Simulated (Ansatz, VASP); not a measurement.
**GaN: VASP and Ansatz over several settings**

```xyz
2
Lattice="0.0000 2.2684 2.2684 2.2684 0.0000 2.2684 2.2684 2.2684 0.0000" Properties=species:S:1:pos:R:3 pbc="T T T"
Ga    0.0000    0.0000    0.0000
N     1.1342    1.1342    1.1342
```

Change from the starting cell: volume scaled by 1.02.

Single points on this cell with VASP 6.6.1 and Ansatz 0.2.0. Each row is one pair of runs. Alike in all rows: spin: off; k mesh: 10 × 10 × 10; smearing: fermi-dirac, width 0.05 eV; VASP's potentials, cutoff: VASP PAW PBE potentials, release 64 (Ga_d, N), 520 eV.

```csv
level,"Ansatz's potentials, cutoff","gap on the k mesh at the Fermi level (eV), VASP","gap on the k mesh at the Fermi level (eV), Ansatz","least direct gap on the mesh (eV), VASP","least direct gap on the mesh (eV), Ansatz","pressure (GPa), VASP","pressure (GPa), Ansatz"
PBE,"JTH PAW, 3600 eV",1.60,1.59,1.60,1.59,1.4,1.9
PBE,"Ansatz PAW earlier set, 1020 eV",1.60,1.61,1.60,1.61,1.4,1.3
PBE,"Ansatz PAW, 420 eV",1.60,1.59,1.60,1.59,1.4,1.3
PBE,"Ansatz PAW earlier set, 1300 eV",1.60,1.61,1.60,1.61,1.4,1.3
PBE,"SPMS NC, 1034 eV",1.60,1.63,1.60,1.63,1.4,1.9
PBE,"Ansatz NC, 1240 eV",1.60,1.61,1.60,1.61,1.4,1.6
r2SCAN,"Ansatz PAW, 500 eV",1.99,1.99,1.99,1.99,-3.8,-4.8
PBEsol,"Ansatz PAW, 420 eV",1.56,1.54,1.56,1.54,-4.8,-4.6
```

Gap on the k mesh at the fermi level (eV): the two programs differ by at most 0.038; least direct gap on the mesh (eV): the two programs differ by at most 0.038; pressure (GPa): the two programs differ by at most 1.04.

Caveats: the PAW data sets were made with another functional, which shifts forces and pressure a little (VASP); the pressure holds a Pulay correction of +0.5 GPa for the finite cutoff (Ansatz); the PAW data sets come from PBE, with cores solved anew for the run's functional, which leaves a small shift of forces and pressure (Ansatz).
